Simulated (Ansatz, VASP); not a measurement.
# Two plane-wave programs on V

INCAR

```
SYSTEM = V
PREC = Accurate ; ENCUT = 520
EDIFF = 1E-6 ; ISMEAR = -1
SIGMA = 0.1 ; LREAL = .False.
LASPH = .True. ; NELM = 80
ALGO = Normal ; ISIF = 2
LWAVE = .False. ; LCHARG = .True.
GGA = CA ; LELF = .True.
LVHAR = .True. ; NBANDS = 20
```

Contents of KPOINTS:

```
Automatic mesh
0
Gamma
  16 16 8
  0 0 0
```

File POSCAR:

```
V
1.0
    2.5040928132      0.0000000000      0.0000000000
   -1.2520464066      2.1686079897      0.0000000000
    0.0000000000      0.0000000000      4.5623438725
V
2
Direct
    0.3333333333      0.6666666667      0.2500000000
    0.6666666667      0.3333333333      0.7500000000
```

Input for Ansatz:

```yaml
crystal:
  lattice:
    - [2.5040928132, 0.0, 0.0]
    - [-1.2520464066, 2.1686079897, 0.0]
    - [0.0, 0.0, 4.5623438725]
  atoms:
    - { symbol: V, position: [0.3333333333, 0.6666666667, 0.25] }
    - { symbol: V, position: [0.6666666667, 0.3333333333, 0.75] }
hamiltonian:
  xc: lda
  pseudopotentials:
    kind: paw
    azcp:
      V: "pseudopotentials/V.paw.azcp"
basis:
  ecutwfc: 420
  fft_grid_basis: typed
kpoints:
  mp_grid: { grid: [16, 16, 8], shift: [0, 0, 0] }
magnetization:
  spin_polarized: false
scf:
  occupations: { method: fermi_dirac, width: 0.1 }
  lower_state_search: "off"
output:
  stress: true
```

Alike in both runs: task single point; functional LDA; k mesh 16 × 16 × 8; occupations fermi-dirac, width 0.1 eV; no spin polarisation.

```csv
,VASP,Ansatz
version,VASP 6.6.1,Ansatz 0.2.0
potentials or method,"VASP PAW LDA potentials, release 64 (V_sv)","plane waves (420 eV) with PAW, scalar-relativistic"
plane-wave cutoff (eV),520,420
valence electrons in the cell,26,26
```

|  | VASP | Ansatz | Ansatz less VASP |
| --- | --- | --- | --- |
| pressure (GPa) | 9.4 | 8.8 | -0.61 |
| largest component of the traceless stress (GPa) | 0.00 | 0.08 | +0.073 |

Ansatz warned: «pseudo_functional_mismatch».
